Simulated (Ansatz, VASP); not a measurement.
**Te2Mo in two plane-wave programs**

Wanted: the spread between two codes on one cell, functional and k mesh. The structure shown is the start of the Ansatz relaxation below; VASP solves that cell, so the two are compared at the walk's first step. Other levels of theory on this material are compared in a session of their own.

Calculated with Ansatz 0.2.0; plane waves, with VASP 6.6.1 beside it; single point at PBEsol and single point at r2SCAN.

### Step 1. Starting point

The cell holds 3 atoms: 2 Te and 1 Mo. Cell: a = 3.518 Å, b = 3.518 Å, c = 19.605 Å, α = 90.0°, β = 90.0°, γ = 120.0°. It derives from Te2Mo. Vacuum lies along c.

### Step 2. Ansatz: relaxation, PBEsol

Ansatz runs on its default PAW (the set named soft_2) files.

The two programs are compared at the cell with which this relaxation starts, whose forces are those of its first step.

The input, input.yaml:

```yaml
crystal:
  lattice:
    - [3.5182, 0.0, 0.0]
    - [-1.7591, 3.046850576, 0.0]
    - [0.0, 0.0, 19.6051888]
  atoms:
    - { symbol: Te, position: [0.666666667, 0.333333333, 0.591944761] }
    - { symbol: Mo, position: [0.333333333, 0.666666667, 0.5] }
    - { symbol: Te, position: [0.666666667, 0.333333333, 0.408055239] }
kpoints:
  mp_grid: { grid: [12, 12, 1] }
scf:
  occupations: { method: fermi_dirac, width: 0.02 }
  n_extra_bands: 8
hamiltonian:
  xc: pbesol
  pseudopotentials: { kind: paw }
output:
  forces: true
  write_potential: true
  volumetric_format: []
relax:
  f_tol: 0.01
  max_steps: 40
  cell: { fix: [c, alpha, beta] }
```

Run with:

```
> ansatz run input.yaml --threads 4 --pin off --max-ram 8192MiB --backend cpu --events-out ev --progress --plain --runs-dir out
```

Numbers of over 12 decimals in the logs are rounded to 6 here.

Log:

```text
scf.n_extra_bands = 8 over 23 filled bands (N_el = 46.0): the run solves 31 bands
Engine: ansatz 0.2.0, aarch64-unknown-linux-gnu
Pseudopotentials: kind: paw
Pseudopotential: Te, paw, valence charge 16, recommended cutoff 420 eV (normal), Te.paw.azcp
Pseudopotential: Mo, paw, valence charge 14, recommended cutoff 420 eV (normal), Mo.paw.azcp
Functional definition: PBEsol
  exchange = pbesol_x
  correlation = pbesol_c
Crystal: 3 atoms, lattice volume = 210.156 Å³
Basis set: ecut = 420 eV, 4091 PW (Γ), exchange–correlation on 48×48×270 points (8 copies of the dense FFT grid, shifted against one another)
Bands: 31, of which v1, the nominal top of the filled ones, is band 23 counted from 1 (22 counted from 0)
Symmetry: 12 space group operations
Space group: P-6m2 (ITA 187), of the structure as read, at distance tolerance 5.9e-5 Å
k-points: 19 of 144 (time reversal used)
Non-local potential: Te, projectors of the file, l = 0: 2, l = 1: 2, l = 2: 2, l = 3: 2
Non-local potential: Mo, projectors of the file, l = 0: 3, l = 1: 2, l = 2: 2, l = 3: 1
PAW form: soft (Blöchl's): semilocal exchange-correlation on the pseudo side does not see the compensation charge
PAW frozen core: Te, regenerated for the run's functional, and the local potential with it (the file was generated under x = pbe(κ = 0.804, μ = 0.219515), c = pbe(β = 0.066725))
PAW frozen core: Mo, regenerated for the run's functional, and the local potential with it (the file was generated under x = pbe(κ = 0.804, μ = 0.219515), c = pbe(β = 0.066725))
PAW one-centre angular grid: Te, 590 points (default); XC on 64 Gauss nodes
PAW one-centre angular grid: Mo, 590 points (default); XC on 64 Gauss nodes
Initial density: superposition of atomic densities (neutral atoms: chi_scale 0, normalization atom), corrected by the library's trained network
Initial wavefunctions: pseudopotential atomic-orbital guess
Functional: x = pbesol(κ = 0.804, μ = 0.123457), c = pbesol(β = 0.046)
SCF iter   1: F=—  HF=-18701.267664 eV  |F-HF|=—  |Δ(HF+E_count)|=         —  Δρ=3.40e-3  dr2=1.26e-2  ethr=1.77e-3  ⟨swp⟩=10.4  Hψ=3180  notcnv=0
preconditioner: auto → Resta (q_TF=auto, 2.118 Å⁻¹)  ε∞=2.6  [insulator: Δε(μ)=1.171 eV  Ē_g=8.664 eV  σ=0.020 eV  W_gap=1.00  n_scr=30 (ndim 8)  ℏωp=10.9 eV  f_vac=0.622  D(μ)=0.00/eV (n_scr^D=0)  ε∞_Penn≈2.6  vacuum switching on, ρ_ref=5.4e-3 e/Å³]
SCF iter   2: F=—  HF=-18701.269495 eV  |F-HF|=—  |Δ(HF+E_count)|=   1.83e-3  Δρ=1.81e-3  dr2=8.64e-3  ethr=2.73e-5  ⟨swp⟩=2.7  Hψ=1110  notcnv=0  defer=58
SCF iter   3: F=—  HF=-18701.271693 eV  |F-HF|=—  |Δ(HF+E_count)|=   2.20e-3  Δρ=1.57e-3  dr2=1.35e-2  ethr=1.88e-5  ⟨swp⟩=2.7  Hψ=782  notcnv=0  defer=58
SCF iter   4: F=—  HF=-18701.270743 eV  |F-HF|=—  |Δ(HF+E_count)|=   9.49e-4  Δρ=2.35e-4  dr2=9.82e-5  ethr=1.88e-5  ⟨swp⟩=2.2  Hψ=693  notcnv=0  defer=58
SCF iter   5: F=—  HF=-18701.270860 eV  |F-HF|=—  |Δ(HF+E_count)|=   1.16e-4  Δρ=9.95e-5  dr2=6.06e-5  ethr=2.13e-7  ⟨swp⟩=2.2  Hψ=978  notcnv=0  defer=58
SCF iter   6: F=—  HF=-18701.270853 eV  |F-HF|=—  |Δ(HF+E_count)|=   6.42e-6  Δρ=3.37e-5  dr2=4.90e-6  ethr=1.32e-7  ⟨swp⟩=2.4  Hψ=796  notcnv=0  defer=58
SCF iter   7: F=—  HF=-18701.270854 eV  |F-HF|=—  |Δ(HF+E_count)|=   9.92e-7  Δρ=9.64e-6  dr2=3.26e-7  ethr=1.06e-8  ⟨swp⟩=2.5  Hψ=884  notcnv=0  defer=58
SCF iter   8: F=-18701.270854 eV  HF=-18701.270854 eV  |F-HF|=1.37e-8  |Δ(HF+E_count)|=   1.14e-7  Δρ=2.27e-6  dr2=1.18e-8  ethr=2.17e-10  ⟨swp⟩=10.8  Hψ=3743  notcnv=0
SCF 1 converged in 8 iterations: F = -18701.270854 eV  dr2 = 1.18e-8
  greatest PAW one-centre occupation: 0.999 electrons in one spin orbital (limit 2), on the Mo atom at site 1 (counted from 0), in its partial waves of l = 0
relax step   1: F+E_penalty+E_count = -18701.27085446 eV  Δ(F+E_penalty+E_count) = +0.000e0 eV  max|allowed force component| = 1.339e-1 eV/Å  Δτ_max = 0.0000 Å  P = -0.498 GPa  Ω = 210.156 Å³  fix = [c, alpha, beta]  reactions: c -0.368 GPa  (8 SCF iters, dr2 threshold 1.00e-7 eV, accepted)
[...]
relax step   4: F+E_penalty+E_count = -18701.27674147 eV  Δ(F+E_penalty+E_count) = -3.684e-4 eV  max|allowed force component| = 5.447e-3 eV/Å  Δτ_max = 0.0010 Å  P = -0.004 GPa  Ω = 206.866 Å³  energy of the carried Pulay correction = +2.213e-4 eV  fix = [c, alpha, beta]  reactions: c -0.015 GPa  (5 SCF iters, dr2 threshold 5.37e-8 eV, accepted)
[...]
relax step   5: F+E_penalty+E_count = -18701.27651476 eV  Δ(F+E_penalty+E_count) = +2.267e-4 eV  max|allowed force component| = 5.408e-3 eV/Å  Δτ_max = 0.0000 Å  P = -0.004 GPa  Ω = 206.866 Å³  fix = [c, alpha, beta]  reactions: c -0.015 GPa  stress off target by 1.49e-3 GPa on what of the cell is left free  SCF on the basis re-selected at this cell (its energy is not comparable with the rows above)  (6 SCF iters)
basis re-selected at this cell: Δ(F+E_penalty+E_count) = +2.267e-4 eV, ΔP = +0.000 GPa vs the last step (what re-selecting the basis moved, of the pressure what is left beyond the Pulay correction that the steps carried, after the strain that the cell walked since its last selection, with what the two solves' SCF thresholds leave and, on support functions, any second-order correction that the steps lacked; it is no m [...]
WARN: The output density's exchange-correlation potential varies sharply where the density is thin. Do not read a vacuum level from v_tot or v_xc, or from such a field of the output density. On a cell that repeats whose density bears no net charge and no dipole along the vacuum's axis use v_es (v_loc + v_h of the components); under efield.dipole_correction with no amplitude use v_es + v_field, which holds any externa [...]
SCF converged after 6 iterations
Free energy (F): -18701.276515 eV
Harris-Foulkes:  -18701.276515 eV  (|F-HF|=0.00e0)
Internal energy: -18701.276515 eV  (E = F + TS)
E sigma→0 (E₀):  -18701.276515 eV
Fermi energy:    1.870923 eV
--- Per-component energies (eV) ---
  E_band       = -1077.134398
  E_kinetic    = 805.807068
  E_local      = -33752.511887  (includes V_loc(G=0)·N_el)
  E_nonlocal   = -469.562740
  E_hartree    = 16842.215594
  E_xc         = -430.151634
  E_vxc        = -438.128951  (∫ρ·V_xc dr)
  E_paw        = -12314.377989  (= ΣΔE_a)
  E_vpaw       = -907.168040  (= ΣTr[D̂ρ^β])
  E_aug_tail   = -0.000307  (compensation charges beyond the density's cutoff)
  E_ewald      = 10616.346450
  E_core_change = 0.958930  (= ΣΔE_core)
  E_smearing   = -0.000000  (= −TS)
  E_closure    = 0.000000  (closes the sum)
  Σ components = -18701.276515   (vs F -18701.276515, Δ=0.00e0)
--- Forces (eV/Å), atoms counted from 1 ---
  atom   1  Te     0.00000000    -0.00000000    -0.00540761
  atom   2  Mo    -0.00000000     0.00000000     0.00000000
  atom   3  Te     0.00000000    -0.00000000     0.00540761
  max |Σ_I F_I| component: 1.39e-17 eV/Å
--- Stress (GPa, compression-positive) ---
        0.001490       0.000000       0.000000
       -0.000000       0.001490       0.000000
        0.000000       0.000000      -0.015173
  P = ⅓ Tr σ = -0.0041 GPa (-0.041 kbar)
--- Band table (eV; the first three rows and the last of 19) ---
  k-point 0: bands = [... 19 lower, -0.3606, 0.4435, 0.4435, 0.6998, 4.5424, 4.5424, 4.8387, 4.8387, ... 4 higher]
  k-point 1: bands = [... 19 lower, -0.2762, 0.3110, 0.5152, 0.6991, 4.1183, 4.2350, 4.6155, 4.6236, ... 4 higher]
  k-point 2: bands = [... 19 lower, -0.0374, -0.0144, 0.4503, 0.6378, 3.3104, 3.5657, 4.1063, 4.7981, ... 4 higher]
  k-point 18: bands = [... 19 lower, -1.7841, -1.6664, -0.5058, 1.2690, 2.4737, 3.1203, 3.9483, 5.5422, ... 4 higher]
--- Relaxed structure (4 steps of the walk, 3 accepted, 1 SCFs on fresh bases) ---
  F+E_penalty+E_count = -18701.27651476 eV   max|allowed force component| = 5.408e-3 eV/Å   (the final SCF, on the basis selected at the relaxed cell)
  cell:  # Å, volume = 206.8661 Å³
    - [3.490549, 0.0, 0.0]
    - [-1.745275, 3.022904, 0.0]
    - [0.0, 0.0, 19.6051888]
  atoms:
    - { symbol: Te, position: [0.666667, 0.333333, 0.592014] }
    - { symbol: Mo, position: [0.333333, 0.666667, 0.5] }
    - { symbol: Te, position: [0.666667, 0.333333, 0.407986] }
```

### Step 3. VASP: single point, PBEsol, start cell

The same cell, functional, mesh and smearing now go to VASP, with its own data sets.

Lines of VASP's logs that name or quote its potential files are left out, and so is its time.

The input, INCAR:

```
SYSTEM = Te2Mo
PREC = Accurate
ENCUT = 400
EDIFF = 1E-06
NELM = 120
ISMEAR = -1
SIGMA = 0.02
LREAL = .FALSE.
ALGO = Normal
GGA = PS
NBANDS = 19
LASPH = .TRUE.
LORBIT = 11
LWAVE = .FALSE.
LCHARG = .FALSE.
ISIF = 2
GGA_COMPAT = .FALSE.
EFERMI = MIDGAP
KPAR = 2
```

The input, POSCAR:

```
Te2Mo
1.0
    3.5182000000      0.0000000000      0.0000000000
   -1.7591000000      3.0468510000      0.0000000000
    0.0000000000      0.0000000000     19.6051890000
Te Mo
2 1
Direct
    0.6666666667      0.3333333333      0.5919447652
    0.6666666667      0.3333333333      0.4080552348
    0.3333333333      0.6666666667      0.4999999745
```

The input, KPOINTS:

```
Automatic mesh
0
Gamma
12 12 1
0 0 0
```

PAW data sets: Te and Mo_sv (PBE family, release 64).

Run with:

```
> mpirun -np 2 vasp_std
```

Log:

```text
[banner, memory and clock lines left out]
running    2 mpi-ranks, on    1 nodes
 distrk:  each k-point on    1 cores,    2 groups
 distr:  one band on    1 cores,    1 groups

 POSCAR found type information on POSCAR TeMo
 POSCAR found :  2 types and       3 ions
|                                                                             |
|               ----> ADVICE to this user running VASP <----                  |
|                                                                             |
|     You enforced a specific xc type in the INCAR file but a different       |
|     [... a line on the potential file left out ...]
|     I HOPE YOU KNOW WHAT YOU ARE DOING!                                     |
|                                                                             |

 LDA part: xc-table for (Slater+PW92), standard interpolation
 POSCAR, INCAR and KPOINTS ok, starting setup
 FFT: planning ... GRIDC
 FFT: planning ... GRID_SOFT
 FFT: planning ... GRID
 WAVECAR not read
 entering main loop
       N       E                     dE             d eps       ncg     rms          rms(c)
DAV:   1     0.104404770908E+03    0.10440E+03   -0.11861E+04  1018   0.868E+02
DAV:   2    -0.130927208433E+02   -0.11750E+03   -0.11508E+03   957   0.191E+02
DAV:   3    -0.202205121293E+02   -0.71278E+01   -0.70706E+01  1014   0.402E+01
DAV:   4    -0.203859634100E+02   -0.16545E+00   -0.16520E+00  1037   0.610E+00
DAV:   5    -0.203876134194E+02   -0.16500E-02   -0.16499E-02   940   0.675E-01    0.161E+01
DAV:   6    -0.199151215393E+02    0.47249E+00   -0.48803E+00   754   0.127E+01    0.623E+00
DAV:   7    -0.198706147842E+02    0.44507E-01   -0.46463E+00   760   0.103E+01    0.459E+00
DAV:   8    -0.196123574001E+02    0.25826E+00   -0.12324E+00   760   0.577E+00    0.146E+00
DAV:   9    -0.196136529476E+02   -0.12955E-02   -0.10199E-01   918   0.170E+00    0.825E-01
DAV:  10    -0.196080225992E+02    0.56303E-02   -0.28101E-02   813   0.983E-01    0.202E-01
DAV:  11    -0.196080463561E+02   -0.23757E-04   -0.11123E-03   910   0.203E-01    0.876E-02
DAV:  12    -0.196082555401E+02   -0.20918E-03   -0.17546E-04   917   0.627E-02    0.618E-02
DAV:  13    -0.196083333928E+02   -0.77853E-04   -0.70349E-04   870   0.131E-01    0.576E-02
DAV:  14    -0.196084501644E+02   -0.11677E-03   -0.29854E-05   919   0.242E-02    0.451E-02
DAV:  15    -0.196085972307E+02   -0.14707E-03   -0.56767E-05   904   0.405E-02    0.401E-03
DAV:  16    -0.196086364569E+02   -0.39226E-04   -0.45643E-06   870   0.865E-03    0.509E-03
DAV:  17    -0.196086558666E+02   -0.19410E-04   -0.42556E-06   710   0.628E-03    0.312E-03
DAV:  18    -0.196086683478E+02   -0.12481E-04   -0.24255E-06   794   0.337E-03    0.189E-03
DAV:  19    -0.196086788385E+02   -0.10491E-04   -0.24969E-07   674   0.186E-03    0.108E-03
DAV:  20    -0.196086924202E+02   -0.13582E-04   -0.58538E-07   656   0.203E-03    0.116E-03
DAV:  21    -0.196086957973E+02   -0.33772E-05   -0.16702E-07   627   0.149E-03    0.242E-04
DAV:  22    -0.196086966060E+02   -0.80870E-06   -0.32016E-08   533   0.497E-04
   1 F= -.19608697E+02 E0= -.19608697E+02  d E =-.126427E-13
```

OUTCAR, selected parts (step 3):

```text
ion  position               nearest neighbor table
   1  0.667  0.333  0.592-   3 2.72   3 2.72   3 2.72   2 3.61
   2  0.667  0.333  0.408-   3 2.72   3 2.72   3 2.72   1 3.61
   3  0.333  0.667  0.500-   2 2.72   2 2.72   2 2.72   1 2.72   1 2.72   1 2.72

  LATTYP: Found a hexagonal cell.
 ALAT       =     3.5182000000
 C/A-ratio  =     5.5725055426

 Subroutine GETGRP returns: Found 12 space group operations
 (whereof 12 operations were pure point group operations)

The static configuration has the point symmetry D_3h.

 Found     19 irreducible k-points:

   k-points           NKPTS =     19   k-points in BZ     NKDIM =     19   number of bands    NBANDS=     19

   dimension x,y,z NGX =    24 NGY =   24 NGZ =  128
   dimension x,y,z NGXF=    48 NGYF=   48 NGZF=  256

   ENCUT  =  400.0 eV  29.40 Ry    5.42 a.u.   5.74  5.74 31.97*2*pi/ulx,y,z

   NELECT =      26.0000    total number of electrons

 k-points in reciprocal lattice and weights: Automatic mesh
   0.00000000  0.00000000  0.00000000       0.007
   0.08333333 -0.00000000  0.00000000       0.042
   0.16666667 -0.00000000  0.00000000       0.042
   0.25000000 -0.00000000  0.00000000       0.042
   0.33333333 -0.00000000  0.00000000       0.042
   0.41666667 -0.00000000  0.00000000       0.042
   0.50000000 -0.00000000  0.00000000       0.021
   0.08333333  0.08333333  0.00000000       0.042
   0.16666667  0.08333333  0.00000000       0.083
[...]
0.33333333  0.25000000  0.00000000       0.083
   0.33333333  0.33333333  0.00000000       0.014

 average (electrostatic) potential at core
       1 -94.2193       2 -94.2193       3 -81.5182

 E-fermi :   0.1857

 k-point     1 :       0.0000    0.0000    0.0000
  band No.  band energies     occupation
    ...
      9      -2.0337      2.00000
     10      -2.0337      2.00000
     11      -1.2374      2.00000
     12      -1.2374      2.00000
     13      -0.8883      2.00000
     14       2.8042      0.00000
     15       2.8042      0.00000
     16       3.0990      0.00000
     17       3.0990      0.00000
     18       3.9183      0.00000
    ...

 k-point     2 :       0.0833   -0.0000    0.0000
  band No.  band energies     occupation
    ...
      9      -2.2513      2.00000
     10      -1.9521      2.00000
     11      -1.3672      2.00000
     12      -1.1488      2.00000
     13      -0.8934      2.00000
     14       2.3936      0.00000
     15       2.5183      0.00000
     16       2.8828      0.00000
     17       2.8872      0.00000
     18       4.0858      0.00000
    ...

 k-point     3 :       0.1667   -0.0000    0.0000
  band No.  band energies     occupation
    ...
      9      -2.7532      2.00000
     10      -1.7209      2.00000
     11      -1.6859      2.00000
     12      -1.1870      2.00000
     13      -0.9669      2.00000
     14       1.6330      0.00000
     15       1.8623      0.00000
     16       2.3876      0.00000
     17       3.0674      0.00000
     18       4.4021      0.00000
    ...

  Total       -0.7819255     -0.7819258     -0.4760553      0.0000000     -0.0000000      0.0000000
  in kB       -5.9611934     -5.9611950     -3.6293195      0.0000000     -0.0000000      0.0000000
  external PRESSURE =      -5.1839026 kB  Pullay stress =       0.0000000 kB

  energy-cutoff  :      400.00
  volume of cell :      210.16
      direct lattice vectors                 reciprocal lattice vectors
     3.518200000  0.000000000  0.000000000     0.284236257  0.164103857  0.000000000
    -1.759100000  3.046851000  0.000000000     0.000000000  0.328207713  0.000000000
     0.000000000  0.000000000 19.605189000     0.000000000  0.000000000  0.051006904

 POSITION                                       TOTAL-FORCE (eV/Angst)
 -----------------------------------------------------------------------------------
      1.75910      1.01562     11.60519         0.000000     -0.000000     -0.103288
      1.75910      1.01562      8.00000         0.000000      0.000000      0.103288
     -0.00000      2.03123      9.80259        -0.000000      0.000000      0.000000
 -----------------------------------------------------------------------------------
    total drift:                                0.000000      0.000008      0.001400

  FREE ENERGIE OF THE ION-ELECTRON SYSTEM (eV)
  ---------------------------------------------------
  free  energy   TOTEN  =       -19.6086966060 eV

  energy  without entropy=      -19.6086966060  energy(sigma->0) =      -19.60869661

 total charge
# of ion       s       p       d       tot
------------------------------------------
    1        1.384   1.980   0.062   3.425
    2        1.384   1.980   0.062   3.425
    3        2.257   6.148   3.989  12.393
--------------------------------------------------
tot          5.025  10.107   4.112  19.244

[... 3 further parts left out ...]
```

### Step 4. Differences

Known differences besides the potentials themselves: the data sets hold 46 valence electrons in Ansatz (on its default PAW (the set named soft_2) files) and 26 in VASP; the cutoff is 420 eV in Ansatz and 400 eV in VASP; Ansatz makes its cores anew for this functional, VASP keeps those of its PBE data sets. Total energies have different zeros and are not compared.

Forces (eV/Å; atoms numbered as in POSCAR):

| atom | Ansatz x, y, z | VASP x, y, z |
| --- | --- | --- |
| Te1 | 0.000, 0.000, -0.134 | 0.000, 0.000, -0.103 |
| Te2 | 0.000, 0.000, 0.134 | 0.000, 0.000, 0.103 |
| Mo3 | 0.000, 0.000, 0.000 | 0.000, 0.000, 0.000 |

The forces differ by 14 meV/Å r.m.s., which is 29.6 % of the r.m.s. force of 0.049 eV/Å (both taken over all components). With vacuum in the cell, a pressure given here is an average over mostly empty space and none of the material.

### Step 5. Other set-ups

Further runs change the set-up of one program: Ansatz's method, potentials or start, or VASP's data sets, cutoff or form of LDA. The table gives that difference for each run.

| run | r.m.s. force difference (meV/Å) |
| --- | --- |
| as above | 14 |
| VASP with a cutoff of 500 eV (perhaps on Ansatz's relaxed cell) | 14 |

(Continued in part 2 of 2.)

[Lines on the potential files, build, host, timing and source positions are cut from VASP's logs without a mark.]

[Logs are printed without paths, hosts, clocks, repeated set-up lines and the standing remarks that a program may print on its own settings, such as how far it seeks lower states.]

[Hosts, paths, dates, database ids (printed as entryN), source tags and the programs' standing remarks are cut or masked in the printed files.]

[Rows of further runs with another cutoff or data set may stand on the cell that Ansatz relaxed, not on the start cell of the pair above them.]
